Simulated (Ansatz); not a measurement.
Computed with Ansatz 0.2.0, DFT PBE, scalar-relativistic, plane waves, PAW. All cells share a 420 eV cutoff and Γ-centred k meshes spaced at most about 0.3 Å⁻¹ (about 0.25 or finer for metals, 2π included). No spin polarisation.

Formation energies are uncorrected and refer to the elements' standard structures at the same level.

All energies are static (0 K, no zero-point motion). Only the structures computed here compete, so a lower one can exist. Spin–orbit coupling, which can matter for Te, is left out. Kohn–Sham gaps at this level usually fall short of measured ones. The missing spin–orbit coupling can work the other way here. The reference form of Te is held partly by dispersion forces, which this level lacks.

A search for Cd₃Te₂ gave 5 distinct relaxed structures. Coordination counts Te atoms around Cd (those within 1.25 times the shortest such distance or 1.15 times the sum of covalent radii, 1.27 where that leaves under three; the shortest distance is added where it exceeds 1.18 times the sum of covalent radii; a slash parts the counts of unlike sites). Cells relaxed within their symmetry can be saddle points.

Question: Which structure of Cd₃Te₂ came out lowest?

Answer: The one with space group P-4m2 (No. 115), reached from: a cell proposed by chemical analogy. It has a = 4.626 Å, c = 9.592 Å, 41.1 Å³/atom, a gap of 0.21 eV on the mesh. Around Cd on a site of symmetry 2mm lie 1 Cd at 2.71 Å and 2 Te at 2.90 Å; around Cd on a site of symmetry -4m2 lie 4 Te at 2.86 Å; Te has 4 Cd at 2.86–2.90 Å. Its energy over the elements is −0.252 eV/atom. It lies below the elements, which doesn't yet make it stable against other compounds or structures. An observed structure of this formula, if there is one, may be missing.

```
Cd Te
1.0
     4.62632    0.00000    0.00000
     0.00000    4.62632    0.00000
     0.00000    0.00000    9.59184
Cd Te
3 2
Direct
  0.50000 0.50000 0.35853
  0.50000 0.50000 0.64147
  0.00000 0.00000 0.00000
  0.00000 0.50000 0.17617
  0.50000 0.00000 0.82383
```

Question: How much higher is the P6_3/mmc structure with 37.6 Å³/atom and coordination Cd 4/6 from 4.0 Å (reached from: Sn3Pt2 type (P6_3/mmc))?

Answer: 70 meV/atom. Its gap on the mesh is 0.22 eV.

Question: How much higher is the R-3m structure with 28.6 Å³/atom and coordination Cd 3/6 (reached from: a cell proposed by chemical analogy)?

Answer: 59 meV/atom. It has the anti-tetradymite type. It has no gap on its mesh.

Some structure types and database cells were kept out of the candidates from the start, so a known form may be missing.
